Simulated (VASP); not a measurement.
```xyz
2
Lattice="0.0000 3.0100 3.0100 3.0100 0.0000 3.0100 3.0100 3.0100 0.0000" Properties=species:S:1:pos:R:3 pbc="T T T"
Li     0.0000     0.0000     0.0000
I      3.0100     3.0100     3.0100
```

Method: LDA (Ceperley-Alder, Perdew-Zunger), VASP's LDA PAW potentials (set 64) (plane waves; VASP). Settings: 520 eV cut-off, 7×7×7 Γ-centred mesh, Gaussian smearing of 0.050 eV, potentials Li_sv I.

Energy and stress use the plane-wave basis of the starting cell.

The ions, cell shape and volume are relaxed. Give the cell that the relaxation ends in.

```xyz
2
Lattice="0.0000 2.9025 2.9025 2.9025 0.0000 2.9025 2.9025 2.9025 0.0000" Properties=species:S:1:pos:R:3 pbc="T T T"
Li     5.8049     2.9025     2.9025
I      2.9025     2.9025     2.9025
```
Space group Fm-3m (225), at a tolerance of 0.03 Å.

How do energy and volume change from the first to the last step?

The energy (σ→0) changes by -21.3 meV/atom and the volume by -10.3 %, in 4 ionic steps.

```json
[
 {"step": "1", "E(σ→0) (eV)": "-6.5197", "max force (eV/Å)": "0.000", "pressure (GPa)": "-2.21", "volume (Å³)": "54.54"},
 {"step": "2", "E(σ→0) (eV)": "-6.5514", "max force (eV/Å)": "0.000", "pressure (GPa)": "-1.23", "volume (Å³)": "51.63"},
 {"step": "3", "E(σ→0) (eV)": "-6.5622", "max force (eV/Å)": "0.000", "pressure (GPa)": "-0.14", "volume (Å³)": "49.20"},
 {"step": "4", "E(σ→0) (eV)": "-6.5624", "max force (eV/Å)": "0.000", "pressure (GPa)": "0.01", "volume (Å³)": "48.90"}
]
```

The compound is LiI in the rock salt structure. This run relaxes it. Symmetry was kept, so distortions that lower it aren't found.
